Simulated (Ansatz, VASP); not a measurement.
## Two plane-wave programs on Si

```
CELL_PARAMETERS angstrom
4.97295 0.00000 0.00000
0.00000 4.97295 0.00000
0.00000 0.00000 4.61829
ATOMIC_POSITIONS crystal
Si 0.00000 0.26963 0.61937
Si 0.26963 0.00000 0.38063
Si 0.73037 0.00000 0.38063
Si 0.00000 0.73037 0.61937
Si 0.00000 0.00000 0.00000
```

Alike in both runs: task single point; functional PBE; k mesh 4 × 4 × 4; occupations gaussian, width 0.1 eV; no spin polarisation.

|  | VASP | Ansatz |
| --- | --- | --- |
| version | VASP 6.6.1 | Ansatz 0.2.0 |
| potentials or method | VASP PAW PBE potentials, release 64 (Si) | scalar-relativistic, plane waves, PAW |
| plane-wave cutoff (eV) | 520 | 420 |
| valence electrons in the cell | 20 | 20 |

VASP gave:

- gap on the k mesh at the Fermi level (eV): 0.96
- least direct gap on the mesh (eV): 1.15
- pressure (GPa): 18.2
- largest component of the traceless stress (GPa): 3.43
- rms of the force components (eV/Å): 1.683

Question: Which values does Ansatz return?

Answer: gap on the k mesh at the Fermi level (eV): 0.97; least direct gap on the mesh (eV): 1.15; pressure (GPa): 18.3; largest component of the traceless stress (GPa): 3.40; rms of the force components (eV/Å): 1.691.

Atom by atom the forces differ by 0.009 eV/Å (rms over components). With one functional, cell and mesh, what is left measures potentials, basis and numerics.

Caveats: so large a pressure means that the cell lies far from this level's equilibrium, or that cutoff or potentials fall short (VASP); forces of over 1 eV/Å show positions far from the minimum, so gaps and moduli don't describe the material at rest. A k mesh can miss the band edges. PBE gaps usually lie below the measured ones, often by a third to a half.
